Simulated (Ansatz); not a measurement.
**The polar optical mode of MgO at 30 GPa, worked through**

Method: DFT LDA, scalar-relativistic, plane waves, PAW in Ansatz 0.2.0. Cutoff 420 eV, 10×10×10 k-points (Γ-centred), fixed occupations. No spin polarisation. Phonons by linear response, acoustic sum rule imposed.

The cell, relaxed at 30 GPa:
```
CELL_PARAMETERS angstrom
0.00000 1.98990 1.98990
1.98990 0.00000 1.98990
1.98990 1.98990 0.00000
ATOMIC_POSITIONS crystal
Mg 0.00000 0.00000 0.00000
O 0.50000 0.50000 0.50000
```

Linear response gives ν_TO = 538.6 cm⁻¹, Born charges ±1.913 e (positive on Mg) and ε∞ = 3.068. The primitive cell holds 15.759 Å³, and the masses are 24.305 and 15.999 amu.

Question: Find ν_LO and the static dielectric constant.

Answer: The long-wave field adds a restoring force: ω_LO² − ω_TO² = Z*²e²/(ε_vac ε∞ μV). In these units ν_LO² − ν_TO² = 4.92064×10⁷ Z*²/(μ V ε∞) cm⁻², with μ = m₁m₂/(m₁ + m₂) = 9.648 amu: 386093 cm⁻². So ν_LO = √(538.6² + 386093) = 822.3 cm⁻¹, and the run gives 822.3. Lyddane–Sachs–Teller then gives ε0 = ε∞ (ν_LO/ν_TO)² = 7.15, against 7.15 in the run (it forms both from the same three quantities, so the match checks the arithmetic only). Between ν_TO and ν_LO the dielectric function is negative and an undamped crystal reflects fully: a reststrahlen band from 12.2 to 18.6 μm.

Question: What do the Clausius–Mossotti polarisability and the Szigeti charge come to?

Answer: With the Lorentz local field, α = (3V/4π)(ε∞ − 1)/(ε∞ + 2) = 1.54 Å³ for the pair, and e_S = 3Z*/(ε∞ + 2) = 1.13 e. The Born charge includes the electrons' response to the dipole's own local field, and e_S takes that enhancement out. The Lorentz field assumes point-like polarisable ions, a fair picture at this small ε∞.

Question: How strongly does a slow electron couple to the LO mode?

Answer: For one isotropic parabolic band, Fröhlich's constant is α_F = (1/ε∞ − 1/ε0) √(m* Ry/ħω_LO), with Ry = 13.606 eV, ħω_LO = 102.0 meV and m* in free-electron masses: α_F = 0.1861 × 11.55 × √m* = 2.15 √m*. The band mass isn't part of this run; for m* = 0.1, 0.3 and 1 it gives 0.68, 1.18, 2.15. In weak coupling the polaron lies α_F ħω_LO below the band edge (120 meV at m* = 0.3) with a mass m*(1 + α_F/6); past α_F of about 5 or 6 that expansion fails. A semilocal functional's ε∞ tends to be too large, which taken alone lowers α_F.

Cost: 1 run of about 0.11 core-minutes, on Intel Xeon Platinum 8488C (Sapphire Rapids) (shared hosts).

The Born charge of ±1.913 e lies close to the formal ionic charge, as expected for a closed-shell oxide in which the bond transfers little extra charge as the ions move. The wide LO–TO splitting therefore needs no anomalous dynamical charge: nearly full ionic charges, light ions, a small cell and weak electronic screening suffice. The lattice supplies the larger part of the static dielectric response. That ε0 is nonetheless below the familiar ambient-pressure value is probably due mostly to compression, which strengthens the short-range repulsion and stiffens the TO mode.

The Szigeti charge of 1.13 e shouldn't be read as evidence of half-covalent bonding. Its reduction reflects the deformation of the electron shells, chiefly oxygen's, by short-range overlap, together with the assumed local field.

For electrons in the Mg–O s-like conduction band, a light mass would suggest a large polaron with weak to intermediate coupling. Holes in the degenerate, flatter O 2p bands fall outside the single-band estimate, so their possible self-trapping remains open.
